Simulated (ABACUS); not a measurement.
Crystal: I.

```
I
1.0
     0.00000    2.36560    3.90984
     2.19225    0.00000    3.90984
     2.19225    2.36560    0.00000
I
1
Direct
  0.00000 0.00000 0.00000
```

- Program: ABACUS 3.10.1
- Task: relaxation of cell and atoms
- Functional: revPBE
- Potentials or basis: PseudoDojo NC SR 0.5 PBE standard
- Cutoff: 966 eV
- Density cutoff: 3864 eV
- Basis: plane waves
- k mesh: 7 × 7 × 7
- Occupations: fermi-dirac, width 0.05 eV
- Spin: no spin polarisation

At the start: pressure 1.5 GPa; volume 40.55 Å³/atom.

**Question.** How do energy, volume and symmetry change on relaxing?

**Answer.** Over 18 steps the energy falls by 48.6 meV/atom and the volume is 51.84 Å³/atom (+27.8 %); space group Fmmm (No. 69, to 0.05 Å).

Step by step:
| step | energy change (eV) | largest force (eV/Å) | pressure (GPa) | volume (Å³) |
| --- | --- | --- | --- | --- |
| 1 | 0.0000 | 0.0000 | 1.45 | 40.55 |
| 2 | -0.0134 | 0.0000 | 0.29 | 42.83 |
| 3 | -0.0149 | 0.0000 | -0.23 | 44.12 |
| 4 | -0.0268 | 0.0000 | -0.18 | 45.38 |
| 5 | -0.0446 | 0.0000 | 0.01 | 49.08 |
| 6 | -0.0463 | 0.0000 | 0.11 | 50.42 |
| 7 | -0.0468 | 0.0000 | -0.05 | 51.02 |
| 8 | -0.0469 | 0.0000 | -0.12 | 51.35 |
| 9 | -0.0471 | 0.0000 | -0.12 | 51.48 |
| 10 | -0.0478 | 0.0000 | -0.13 | 51.87 |
| 11 | -0.0480 | 0.0000 | -0.06 | 51.72 |
| 12 | -0.0482 | 0.0000 | 0.07 | 51.49 |
| 13 | -0.0483 | 0.0000 | 0.06 | 51.53 |
| 14 | -0.0485 | 0.0000 | 0.05 | 51.64 |
| 15 | -0.0485 | 0.0000 | 0.01 | 51.73 |
| 16 | -0.0485 | 0.0000 | 0.00 | 51.77 |
| 17 | -0.0486 | 0.0000 | 0.00 | 51.79 |
| 18 | -0.0486 | 0.0000 | 0.02 | 51.84 |

Final structure:
```
CELL_PARAMETERS angstrom
0.00000 2.37017 4.87094
2.24533 0.00000 4.87094
2.24533 2.37017 0.00000
ATOMIC_POSITIONS crystal
I 0.00000 0.00000 0.00000
```

Caveat: the volume moved by over 15 % at a fixed basis, so the end points are rough; the potentials were made for another functional, which shifts forces and pressure; an odd number of electrons without spin polarisation forces a metal; a magnetic or distorted state may lie lower.
